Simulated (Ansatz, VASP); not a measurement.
**Na in VASP and in Ansatz**

Contents of INCAR:

```
  PREC = Accurate
  ENCUT = 520
  EDIFF = 1E-8
  ISMEAR = -1
  SIGMA = 0.08
  LREAL = F
  LASPH = T
  NELM = 80
  ALGO = Fast
  ISIF = 2
  LWAVE = F
  LCHARG = F
  GGA = PE
  LEFG = T
  NBANDS = 14
```

File KPOINTS:

```
Automatic mesh
0
Gamma
  12 12 7
```

The input POSCAR:

```
Na
1.0
    3.7978965309      0.0000000000      0.0000000000
   -1.8989482654      3.2890748767      0.0000000000
    0.0000000000      0.0000000000      6.1716930962
Na
2
Direct
    0.3333333333      0.6666666667      0.2500000000
    0.6666666667      0.3333333333      0.7500000000
```

Input for Ansatz:

```yaml
crystal:
  lattice:
    - [3.7978965309, 0.0, 0.0]
    - [-1.8989482654, 3.2890748767, 0.0]
    - [0.0, 0.0, 6.1716930962]
  atoms:
    - { symbol: Na, position: [0.3333333333, 0.6666666667, 0.25] }
    - { symbol: Na, position: [0.6666666667, 0.3333333333, 0.75] }
kpoints:
  mp_grid: { grid: [12, 12, 7] }
scf:
  occupations: { method: fermi_dirac, width: 0.08 }
hamiltonian:
  xc: pbe
  pseudopotentials: { kind: paw }
output:
  forces: true
  stress: true
  eigenvalues: true
  efg: { contact_densities: true }
```

Change from the starting cell: volume scaled by 1.04, PAW files.

Alike in both runs: task electric field gradients; functional PBE; k mesh 12 × 12 × 7; occupations fermi-dirac, width 0.08 eV; no spin polarisation.

```csv
,VASP,Ansatz
version,VASP 6.6.1,Ansatz 0.2.0
potentials or method,"VASP PAW PBE potentials, release 64 (Na_pv)","PAW with Ansatz's default frozen-core files, scalar-relativistic"
plane-wave cutoff (eV),520,420
valence electrons in the cell,14,18
```

|  | VASP | Ansatz | Ansatz less VASP |
| --- | --- | --- | --- |
| pressure (GPa) | -0.3 | -0.3 | +0.01 |
| Vzz of the field gradient on the site that differs most (V/Å²) | 0.0 | 0.0 | -0.05 |

The two sets of potentials don't hold the same shells in valence.
